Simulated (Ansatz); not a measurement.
A (100) slab of AlNi (Pm-3m (No. 221)), 8 planes, outer planes Al (top) and Ni (bottom), with 8 atoms (Al4Ni4) in a surface cell of A = 8.192 Å², as cut from the bulk:

```yaml
crystal:
  lattice:
    - [2.86217, 0.00000, 0.00000]
    - [0.00000, 2.86217, 0.00000]
    - [0.00000, 0.00000, 25.01758]
  atoms:
    - { symbol: Ni, position: [0.50000, 0.50000, 0.29979] }
    - { symbol: Al, position: [0.00000, 0.00000, 0.35699] }
    - { symbol: Ni, position: [0.50000, 0.50000, 0.41420] }
    - { symbol: Al, position: [0.00000, 0.00000, 0.47140] }
    - { symbol: Ni, position: [0.50000, 0.50000, 0.52860] }
    - { symbol: Al, position: [0.00000, 0.00000, 0.58580] }
    - { symbol: Ni, position: [0.50000, 0.50000, 0.64301] }
    - { symbol: Al, position: [0.00000, 0.00000, 0.70021] }
```

All numbers below come from Ansatz, DFT PBEsol, scalar-relativistic, plane waves, PAW. Settings: cutoff 420 eV, Γ-centred mesh 12×12×1 on the computed 8-atom cell, Gaussian smearing of 0.10 eV; no spin polarisation. A dipole correction removes the field between periodic images along c.

Against the same 8 atoms in the bulk, the slab as cut lies 2.765 eV higher and the relaxed slab 2.672 eV higher.

(1) Work out the surface energy before and after relaxation.

(2) What is the ideal work of this cut, per area?

Spin polarisation was left out, and a magnetic state may lie lower.

Results:

(1) The slab has two faces, so γ = (E_slab − N·E_bulk)/(2A), the mean of both. As cut: 2.765/(2 × 8.192) = 0.1688 eV/Å², and 1 eV/Å² = 16.02 J/m², so γ = 2.70 J/m². Relaxed: 2.672/(2 × 8.192) = 0.1631 eV/Å² = 2.61 J/m². Relaxation recovers 3 % of the cost of cutting.

(2) Griffith's ideal work is 2γ: 5.41 J/m² if the new faces stay rigid, 5.23 J/m² if they relax. One thickness was run, 8 planes, so γ can still shift with it.